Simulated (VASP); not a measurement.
# Pb (R-3m) in VASP: single point with PBE

Aim: the single point of Pb with PBE.

Everything below comes from runs of VASP 6.6.1. Logs are shortened: lines on timing, memory, paths and dates and some standing lists are left out, and cuts for length are marked.

### 1 The cell of the first run

It takes space group R-3m (No. 166, trigonal). Conventional cell: a = 3.440 Å, b = 3.440 Å, c = 8.812 Å, α = 90.00°, β = 90.00°, γ = 120.00°. Pb (site symmetry -3m) has 12 Pb at 3.44 to 3.55 Å as nearest neighbours.

### 2 Single point, PBE (equal xy, yz and zx shear strains of +3 %)

File INCAR:

```
  ALGO = Normal
  EDIFF = 1E-6
  ENCUT = 520
  GGA = PE
  ISIF = 2
  ISMEAR = -1
  LASPH = True
  LCHARG = True
  LELF = True
  LREAL = False
  LVHAR = True
  LWAVE = False
  NBANDS = 13
  NELM = 100
  PREC = Accurate
  SIGMA = 0.08
```

File KPOINTS:

```
k-points
0
Gamma
  13 13 13
```

File POSCAR:

```
Pb
1.0
    0.0740940000      2.5068470000      2.5068470000
    2.5068470000      0.0740940000      2.5068470000
    2.5068470000      2.5068470000      0.0740940000
Pb
1
Direct
    0.0000000000      0.0000000000      0.0000000000
```

Potentials or basis: VASP PAW PBE potentials, release 64 (Pb_d).

Launch:

```console
cat potpaw_PBE.64/Pb_d/POTCAR > POTCAR
mpirun -np 1 vasp_std > vasp.out
```

OUTCAR:

```text
EDIFF = 1E-6
   ENCUT = 520
   GGA = PE
   ISIF = 2
   ISMEAR = -1
   LASPH = True
   LREAL = False
   NELM = 100
   PREC = Accurate

 ion  position               nearest neighbor table
   1  0.000  0.000  0.000-

  LATTYP: Found a trigonal (rhomboedric) cell.
 ALAT       =     3.5459912131
 COS(alpha) =     0.5293254421

  Lattice vectors:

 A1 = (   0.0740940000,   2.5068470000,   2.5068470000)
 A2 = (   2.5068470000,   0.0740940000,   2.5068470000)
 A3 = (   2.5068470000,   2.5068470000,   0.0740940000)

Analysis of symmetry for initial positions (statically):
=====================================================================
 Subroutine PRICEL returns:
 Original cell was already a primitive cell.

 Routine SETGRP: Setting up the symmetry group for a
 trigonal (rhombohedral) supercell.

 Subroutine GETGRP returns: Found 12 space group operations
 (whereof 12 operations were pure point group operations)
 out of a pool of 12 trial point group operations.

The static configuration has the point symmetry D_3d.

Analysis of symmetry for dynamics (positions and initial velocities):
=====================================================================
 Subroutine PRICEL returns:
 Original cell was already a primitive cell.

 Routine SETGRP: Setting up the symmetry group for a
 trigonal (rhombohedral) supercell.

 Subroutine GETGRP returns: Found 12 space group operations
 (whereof 12 operations were pure point group operations)
 out of a pool of 12 trial point group operations.

The dynamic configuration has the point symmetry D_3d.

 Subroutine INISYM returns: Found 12 space group operations
 (whereof 12 operations are pure point group operations),
 and found     1 'primitive' translations

----------------------------------------------------------------------------------------

                                     Primitive cell

  volume of cell :      30.1110

  direct lattice vectors                    reciprocal lattice vectors
     0.074094000  2.506847000  2.506847000    -0.208521602  0.202535336  0.202535336
     2.506847000  0.074094000  2.506847000     0.202535336 -0.208521602  0.202535336
     2.506847000  2.506847000  0.074094000     0.202535336  0.202535336 -0.208521602

  length of vectors
     3.545991213  3.545991213  3.545991213     0.354291382  0.354291382  0.354291382

  position of ions in fractional coordinates (direct lattice)
     0.000000000  0.000000000  0.000000000

[... 76 lines left out ...]
   LREAL  =      F    real-space projection
   EDIFFG = 0.1E-04   stopping-criterion for IOM
   NSW    =      0    number of steps for IOM
   IBRION =     -1    ionic relax: 0-MD 1-quasi-New 2-CG
   NFREE  =      0    steps in history (QN), initial steepest desc. (CG)
   ISIF   =      2    stress and relaxation
   ISYM   =      2    0-nonsym 1-usesym 2-fastsym
   POTIM  = 0.5000    time-step for ionic-motion
   TEBEG  =    0.0;   TEEND  =   0.0 temperature during run
   PSTRESS=    0.0 pullay stress
   NELECT =      14.0000    total number of electrons
   NUPDOWN=      -1.0000    fix difference up-down
   EMIN   =  10.00;   EMAX   =-10.00  energy-range for DOS
   EFERMI =   0.00;   METHOD = LEGACY
   ISMEAR =    -1;   SIGMA  =   0.08  broadening in eV -4-tet -1-fermi 0-gaus
   EFERMI_NEDOS =   21; number of points for ismear=-14 and -15
   IALGO  =     38    algorithm
   IMIX   =      4    mixing-type and parameters
     AMIX     =   0.40;   BMIX     =  1.00
     AMIX_MAG =   1.60;   BMIX_MAG =  1.00
  volume/ion in A,a.u.               =      30.11       203.20
  Fermi-wavevector in a.u.,A,eV,Ry     =   1.268263  2.396669 21.884833  1.608490
  Thomas-Fermi vector in A             =   2.401367
   LORBIT       =      0    0 simple, 1 ext, 2 COOP (PROOUT), +10 PAW based schemes
   GGA     = PE    functional components
   LHFCALC =     F    Hartree Fock is set to
   AEXX    =    0.0000 exact exchange contribution
   IVDW    =     0    specifies the selected vdW correction
   LEPSILON=     F    determine dielectric tensor
   LRPA    =     F    only Hartree local field effects (RPA)
 non-spin polarized calculation
  energy-cutoff  :      520.00
  volume of cell :       30.11
 maximum number of plane-waves:       827
   NGX = 13   NGY = 13   NGZ = 13

 number of electron      14.0000000 magnetization

 Free energy of the ion-electron system (eV)
  ---------------------------------------------------
  ext. energy  EPLUGINS =         0.00000000
  ---------------------------------------------------
  free energy    TOTEN  =        -3.54742073 eV

  energy without entropy =       -3.53615460  energy(sigma->0) =       -3.54178767

 E-fermi :   7.4357     XC(G=0): -10.2173

 val. band max:        7.4262528356   @ k =  -0.1538   0.2308   0.1538
 cond. band min:       7.4520042921   @ k =  -0.2308   0.3077   0.0769
 fundamental gap:      0.0257514565
 Fermi energy:         7.4356859065

 k-point     1 :       0.0000    0.0000    0.0000
  band No.  band energies     occupation
      1      -9.7486      2.00000
      2      -9.7114      2.00000
      3      -9.7114      2.00000
      4      -9.5723      2.00000
      5      -9.5723      2.00000
      6      -4.4471      2.00000
      7      14.0575      0.00000
      8      15.1821      0.00000
      9      15.1821      0.00000
     10      17.2528      0.00000
     11      18.2700      0.00000
     12      19.7516      0.00000
     13      20.2667      0.00000
[... 354 lines left out ...]
  band No.  band energies     occupation
      1      -9.7371      2.00000
      2      -9.6966      2.00000
      3      -9.6449      2.00000
      4      -9.5182      2.00000
      5      -9.4370      2.00000
      6      -0.9925      2.00000
      7       4.6099      2.00000
      8      10.5560      0.00000
      9      11.4442      0.00000
     10      14.8924      0.00000
     11      19.3556      0.00000
     12      20.4625      0.00000
     13      21.5973      0.00000

 [... further k-points ...]
[... 5 lines left out ...]
  --------------------------------------------------------------------------------------
  -------------------------------------------------------------------------------------
  Total        0.5187687      0.5187687      0.5187687     -0.1193772     -0.1193772     -0.1193772
  in kB       27.6031911     27.6031911     27.6031911     -6.3519459     -6.3519459     -6.3519459
  external PRESSURE =      27.6031911 kB  Pullay stress =       0.0000000 kB

 VOLUME and BASIS-vectors are now :
 -----------------------------------------------------------------------------
  energy-cutoff  :      520.00
  volume of cell :       30.11
      direct lattice vectors                 reciprocal lattice vectors
     0.074094000  2.506847000  2.506847000    -0.208521602  0.202535336  0.202535336
     2.506847000  0.074094000  2.506847000     0.202535336 -0.208521602  0.202535336
     2.506847000  2.506847000  0.074094000     0.202535336  0.202535336 -0.208521602

 POSITION                                       TOTAL-FORCE (eV/Angst)
 -----------------------------------------------------------------------------------
      0.00000      0.00000      0.00000         0.000000     -0.000000     -0.000000
 -----------------------------------------------------------------------------------
    total drift:                               -0.000000     -0.000000     -0.000000

  FREE ENERGIE OF THE ION-ELECTRON SYSTEM (eV)
  ---------------------------------------------------
  free  energy   TOTEN  =        -3.5474207329 eV

  energy  without entropy=       -3.5361546018  energy(sigma->0) =       -3.54178767
```

OSZICAR:

```text
N       E                     dE             d eps       ncg     rms          rms(c)
DAV:   1     0.107043773359E+03    0.10704E+03   -0.71551E+03  6099   0.126E+03
DAV:   2     0.159501438676E+01   -0.10545E+03   -0.10212E+03  6246   0.312E+02
DAV:   3    -0.343891847814E+01   -0.50339E+01   -0.50045E+01  7532   0.735E+01
DAV:   4    -0.355419302420E+01   -0.11527E+00   -0.11525E+00  7362   0.118E+01
DAV:   5    -0.355934956249E+01   -0.51565E-02   -0.51564E-02  8394   0.233E+00    0.539E-01
DAV:   6    -0.354982271030E+01    0.95269E-02   -0.13019E-02  7817   0.201E+00    0.268E-01
DAV:   7    -0.354748950668E+01    0.23332E-02   -0.57450E-03  7846   0.126E+00    0.889E-02
DAV:   8    -0.354742466109E+01    0.64846E-04   -0.43015E-04  8148   0.330E-01    0.993E-03
DAV:   9    -0.354742150880E+01    0.31523E-05   -0.12032E-05  7928   0.608E-02    0.483E-03
DAV:  10    -0.354742073286E+01    0.77594E-06   -0.10283E-06  5350   0.126E-02
   1 F= -.35474207E+01 E0= -.35417877E+01  d E =-.112661E-01
```

It took 55 s on 1 thread of Intel Xeon Platinum 8259CL at 2.50GHz (Skylake/Cascade Lake), shared host; peak memory 0.22 GiB.

Results:

| Property | Result |
| --- | --- |
| Free energy | -3.5474 eV |
| Pressure | 2.8 GPa |
| Band gap on the k mesh | none (metal or under the smearing width) |

Stress tensor (GPa, compression positive):
```
 2.76 -0.64 -0.64
-0.64  2.76 -0.64
-0.64 -0.64  2.76
```
